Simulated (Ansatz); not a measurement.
Which way does BeSe + CdTe ⇌ BeTe + CdSe run?

Plane-wave DFT in Ansatz with scalar-relativistic PAW potentials, cutoff 420 eV, Γ-centred meshes chosen by cell and gap, Gaussian smearing with energies taken to zero width. Every cell was relaxed (cell and atoms) in a run of its own, within the symmetry of its start. Functional: PBEsol.

Total energies hold large constants for each element; a whole number of eV per atom of each element is taken off below, which cancels in a balanced reaction.

```tsv
compound	lowest structure computed	structures tried	V (Å³/atom)	gap on mesh (eV)	E (eV per formula unit, common shift removed)
BeSe	F-43m	2	16.86	2.47	-2.1622
CdTe	F-43m	3	34.19	0.65	-0.3440
BeTe	F-43m	3	22.02	1.84	-0.5653
CdSe	F-43m	2	28.13	0.48	-1.4099
```

Work out the reaction energy at 0 K.

ΔE = E(BeTe) + E(CdSe) − E(BeSe) − E(CdTe) = 0.531 eV, or 51 kJ per mole of reaction (133 meV/atom). The left side is lower: Be takes Se and Cd takes Te. All four are computed as solids; where they are solids at ordinary conditions entropy changes little. A lower structure that wasn't tried would shift the value, and mixed crystals may lie lower than either side. This functional puts CdSe lowest in F-43m, which isn't its usual phase at room temperature.

Spin-orbit coupling is left out, which matters for the bands of heavy elements.